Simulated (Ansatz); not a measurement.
# HgTe: zone-centre modes at 30 GPa

Theory: Ansatz, DFT PBEsol, scalar-relativistic, plane waves, PAW. Settings: 420 eV plane-wave cutoff, Γ-centred 12×12×12 mesh, Fermi-Dirac smearing of 0.15 eV. No spin polarisation. Phonons by linear response, acoustic sum rule imposed.

The cell, relaxed at 30 GPa:
```
Hg Te
1.0
     0.00000    2.92908    2.92908
     2.92908    0.00000    2.92908
     2.92908    2.92908    0.00000
Hg Te
1 1
Direct
  0.00000 0.00000 0.00000
  0.75000 0.75000 0.75000
```

In a metal, frequencies and elastic constants depend on the k mesh and the smearing, soft modes and shear constants most. Spin–orbit coupling is left out, which can shift energies with elements as heavy as these. Other phases may be more stable at this pressure.

Question: Is this structure stable against zone-centre distortions?

Answer: Yes, at Γ: no optical mode is imaginary. Strains and other wave vectors aren't tested by this run.

Question: List the optical modes at Γ (i marks imaginary ones).

Answer:
```csv
frequency (cm⁻¹),degeneracy
203,3
```

The bands only touch here, so at this level the crystal is a zero-gap semiconductor or semimetal, not an ordinary metal; spin–orbit coupling, left out, can open or move such a gap.

Cost: 1 run of about 0.63 core-minutes, on Intel Xeon Platinum 8488C (Sapphire Rapids) (shared hosts).